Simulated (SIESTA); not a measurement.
# Ag: equation of state with PBEsol

The system is Ag.

```
Ag
1.0
    -1.65565    1.65565    1.65565
     1.65565   -1.65565    1.65565
     1.65565    1.65565   -1.65565
Ag
1
Direct
  0.00000 0.00000 0.00000
```

This isn't the form of Ag at room conditions, which is fcc.

```json
{
  "Program": "SIESTA 5.4.2",
  "Task": "equation of state",
  "Functional": "PBEsol",
  "Potentials or basis": "PseudoDojo 0.4 standard (PBEsol files)",
  "Basis": "DZP (energy shift 0.003 Ry; two zetas on semicore shells)",
  "Grid cutoff": "800 Ry",
  "Energy shift": "0.003 Ry",
  "k mesh": "11 × 11 × 11",
  "Occupations": "fermi-dirac, width 0.05 eV",
  "Spin": "no spin polarisation"
}
```

The equilibrium volume is 16.87 Å³/atom (rough: see the caveat) and the bulk modulus is 125 GPa (rough).

Energy against volume, from the lowest point:
| volume (Å³/atom) | energy (meV/atom) |
| --- | --- |
| 17.065 | 0.00 |
| 17.428 | 5.81 |
| 17.791 | 16.31 |
| 18.154 | 30.84 |
| 18.517 | 49.16 |
| 18.880 | 70.28 |
| 19.243 | 93.85 |

All runs of the series together: 2.4 min on 1 thread of Arm Neoverse V1 (shared host).

Caveat: the minimum lies outside the volumes run; short orbitals over semicore shells can move pressures by several GPa; the basis of atomic orbitals isn't converged, which shifts pressures, moduli and gaps.
